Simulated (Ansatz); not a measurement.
Structures of Al$_{2}$Au: which is lowest?

Plane-wave DFT in Ansatz with scalar-relativistic PAW potentials, cutoff 500 eV, Γ-centred meshes chosen by cell and gap, Gaussian smearing with energies taken to zero width. Every cell was relaxed (cell and atoms) in a run of its own, within the symmetry of its start. Functional: r2SCAN.

Relaxed structures (starts from databases or built by putting these elements on another compound's sites):
A. I4/mcm, 6 atoms in the computed cell, a = 6.228 Å, c = 5.344 Å; sites (symmetry × multiplicity) Al m.2m × 8, Au 422 × 4; start: built
B. Fm-3m, 3 atoms in the computed cell, a = 6.010 Å; sites (symmetry × multiplicity) Al -43m × 8, Au m-3m × 4; start: database

**Question.** Rank them by energy. Could pressure change the order?

**Answer.**
```tsv
structure	group	E − E(lowest) (meV/atom)	V (Å³/atom)	gap on mesh (eV)
B	Fm-3m	0.0	18.09	0.00
A	I4/mcm	309	17.27	0.00
```

B is lowest, 309 meV/atom under A. A is denser by 0.82 Å³/atom, so pressure favours it: ΔE/ΔV, with ΔE in eV and 1 eV/Å³ = 160.2 GPa, gives about 61 GPa for equal enthalpy if both cells were rigid; at such pressures compression changes ΔV much, so this is a scale only. Other structures may lie lower than all of these, and vibrations aren't counted.

Spin-orbit coupling is left out, which matters for the bands of heavy elements.